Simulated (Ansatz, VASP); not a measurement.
# P in two plane-wave programs, part 2 of 2

Aim: how closely do two programs agree when they are given the same cell, functional and k mesh? Of the first pair: The structure shown is the start of the Ansatz relaxation below; VASP solves that cell, so the two are compared at the walk's first step.

VASP 6.6.1 and Ansatz 0.2.0.

So far. Step 4 (Side by side): The forces differ by 29 meV/Å r.m.s., which is 69.5 % of the r.m.s. force of 0.042 eV/Å (both taken over all components). With vacuum in the cell, a pressure given here is an average over mostly empty space and none of the material.

### 5. Ansatz: relaxation, PBE with D3(BJ)

Level of this step: Ansatz beside VASP: Kohn-Sham DFT, plane waves, PBE with D3(BJ) (Ansatz).

This run makes the geometry at which the two programs are then compared.

The structure compared here is the end of the Ansatz relaxation.

Input file input.yaml:

```yaml
crystal:
  lattice:
    - [4.3793, 0.0, 0.0]
    - [0.0, 3.3164, 0.0]
    - [0.0, 0.0, 17.13076816]
  atoms:
    - { symbol: P, position: [0.41932, 0.0, 0.562191261] }
    - { symbol: P, position: [0.08068, 0.5, 0.562191261] }
    - { symbol: P, position: [0.91932, 0.5, 0.437808739] }
    - { symbol: P, position: [0.58068, 0.0, 0.437808739] }
kpoints:
  mp_grid: { grid: [6, 6, 1] }
scf:
  occupations: { method: fermi_dirac, width: 0.02 }
  n_extra_bands: 8
hamiltonian:
  xc: pbe
  pseudopotentials: { kind: paw }
  dispersion: d3bj
output:
  forces: true
  write_potential: true
  volumetric_format: []
relax:
  f_tol: 0.03
  max_steps: 45
  cell: { fix: [c, alpha, beta] }
```

Launch:

```bash
> ansatz run input.yaml --threads 4 --pin off --max-ram 12288MiB --backend cpu --events-out ev --progress --plain --runs-dir out
```

Numbers of over 12 decimals in the logs are rounded to 6 here.

Output:

```text
[...]
Crystal: 4 atoms, lattice volume = 248.799 Å³
Basis set: ecut = 420 eV, 4905 PW (Γ), exchange–correlation on 60×48×240 points (8 copies of the dense FFT grid, shifted against one another)
Bands: 18, of which v1, the nominal top of the filled ones, is band 10 counted from 1 (9 counted from 0)
Symmetry: 8 space group operations
[...]
k-points: 16 of 36
[...]
--- Relaxed structure (3 steps of the walk, 3 accepted, 1 SCFs on fresh bases) ---
[...]
cell:  # Å, volume = 250.3857 Å³
    - [4.421104, 0.0, 0.0]
    - [0.0, 3.305993, 0.0]
    - [0.0, 0.0, 17.13076816]
  atoms:
    - { symbol: P, position: [0.417908, 0.0, 0.561893] }
    - { symbol: P, position: [0.082092, 0.500000, 0.561893] }
    - { symbol: P, position: [0.917908, 0.500000, 0.438107] }
    - { symbol: P, position: [0.582092, 0.0, 0.438107] }
[key lines of the parts left out:]
SCF converged after 4 iterations
Free energy (F): -3023.613944 eV
Fermi energy:    -0.874379 eV
P = ⅓ Tr σ = 0.0094 GPa (0.094 kbar)
```

### 6. VASP: single point, PBE with D3(BJ), relaxed cell, pair 2

The same cell, functional, mesh and smearing now go to VASP, with its own data sets.

Input file INCAR:

```
SYSTEM = P
PREC = Accurate
ENCUT = 500
EDIFF = 1E-06
NELM = 120
ISMEAR = -1
SIGMA = 0.02
LREAL = .FALSE.
ALGO = Normal
GGA = PE
IVDW = 12
NBANDS = 16
LORBIT = 11
LWAVE = .FALSE.
LCHARG = .FALSE.
ISIF = 2
LASPH = .TRUE.
GGA_COMPAT = .FALSE.
EFERMI = MIDGAP
```

Input file POSCAR:

```
P
1.0
    4.4211038504      0.0000000000      0.0000000000
    0.0000000000      3.3059929524      0.0000000000
    0.0000000000      0.0000000000     17.1307681600
P
4
Direct
    0.4179076636      0.0000000000      0.5618927012
    0.0820923364      0.5000000000      0.5618927012
    0.9179076636      0.5000000000      0.4381072988
    0.5820923364      0.0000000000      0.4381072988
```

Input file KPOINTS:

```
Automatic mesh
0
Gamma
6 6 1
0 0 0
```

PAW data sets: P (PBE family, release 64).

Launch:

```bash
> mpirun -np 1 vasp_std
```

Output:

```text
[... set-up lines as in an earlier step ...]
 entering main loop
       N       E                     dE             d eps       ncg     rms          rms(c)
DAV:   1     0.123442990566E+03    0.12344E+03   -0.65188E+03   512   0.876E+02
DAV:   2    -0.914282316606E+01   -0.13259E+03   -0.12671E+03   800   0.162E+02
DAV:   3    -0.214061956144E+02   -0.12263E+02   -0.12207E+02   712   0.578E+01
DAV:   4    -0.216366990198E+02   -0.23050E+00   -0.23015E+00   736   0.968E+00
[...]
DAV:  19    -0.214375767573E+02   -0.69657E-05   -0.53748E-07   488   0.220E-03    0.414E-04
DAV:  20    -0.214375786313E+02   -0.18741E-05   -0.12802E-07   472   0.107E-03    0.444E-04
DAV:  21    -0.214375788817E+02   -0.25035E-06   -0.11732E-08   448   0.441E-04
   1 F= -.22430684E+02 E0= -.22430684E+02  d E =-.262938E-09
```

From OUTCAR (step 6):

```text
 Edisp (eV)   -0.99311

  Total      -0.15786    -0.21297    -0.09930     0.00000     0.00000    -0.00000
  in kB      -1.01013    -1.36278    -0.63538     0.00000     0.00000    -0.00000
  external pressure =       -1.00 kB  Pullay stress =        0.00 kB

 POSITION                                       TOTAL-FORCE (eV/Angst)
 -----------------------------------------------------------------------------------
      1.84761      0.00000      9.62565        -0.036204     -0.000000     -0.017464
      0.36294      1.65300      9.62565         0.036204      0.000000     -0.017464
      4.05817      1.65300      7.50511        -0.036204     -0.000000      0.017464
      2.57349      0.00000      7.50511         0.036204      0.000000      0.017464
 -----------------------------------------------------------------------------------
    total drift:                                0.000000      0.000000      0.000000

  FREE ENERGIE OF THE ION-ELECTRON SYSTEM (eV)
  ---------------------------------------------------
  free  energy   TOTEN  =       -22.4306844584 eV

  energy  without entropy=      -22.4306844582  energy(sigma->0) =      -22.43068446

[... 1 part as in an earlier step ...]

[... 2 further parts left out ...]
[key lines of the parts left out:]
E-fermi :  -1.1869
```

### 7. Side by side

What differs besides the data sets and the points named for the pairs above, as far as they apply: the cutoff is 420 eV in Ansatz and 500 eV in VASP; Ansatz's pressure holds a Pulay correction, VASP's none. Total energies have different zeros and are not compared.

Both answers:

```csv
quantity,Ansatz,VASP,difference
pressure (GPa),0.01,-0.10,+0.11
gap on the k mesh (eV),0.741,0.758,-0.017
```

Forces (eV/Å; atoms numbered as in POSCAR):

```csv
atom,"Ansatz x, y, z","VASP x, y, z"
P1,"-0.002, 0.000, 0.022","-0.036, 0.000, -0.017"
P2,"0.002, 0.000, 0.022","0.036, 0.000, -0.017"
P3,"-0.002, 0.000, -0.022","-0.036, 0.000, 0.017"
P4,"0.002, 0.000, -0.022","0.036, 0.000, 0.017"
```

The forces differ by 30 meV/Å r.m.s., which is 129.0 % of the r.m.s. force of 0.023 eV/Å (both taken over all components). A gap on the mesh is an upper bound, since the band edges may lie between its points. With vacuum in the cell, a pressure given here is an average over mostly empty space and none of the material.

### 8. Summary of results

```
r.m.s. force difference (single point, PBE with D3(BJ), start cell, pair 1)   : 29 meV/Å
r.m.s. force difference (single point, PBE with D3(BJ), relaxed cell, pair 2) : 30 meV/Å
```

In words: The r.m.s. force difference is 30 meV/Å (single point, PBE with D3(BJ), relaxed cell, pair 2), beyond the 12 meV/Å picked in this series as the mark of a large difference. What causes the difference of the single point, PBE with D3(BJ), start cell, pair 1 pair stays open here. What causes the difference of the single point, PBE with D3(BJ), relaxed cell, pair 2 pair stays open here. How closely two codes agree says nothing of how well the functional describes the real material.

[Lines on the potential files, build, host, timing and source positions are cut from VASP's logs without a mark.]

[Logs are printed without paths, hosts, clocks, repeated set-up lines and the standing remarks that a program may print on its own settings, such as how far it seeks lower states.]

[Hosts, paths, dates, database ids (printed as entryN), source tags and the programs' standing remarks are cut or masked in the printed files.]
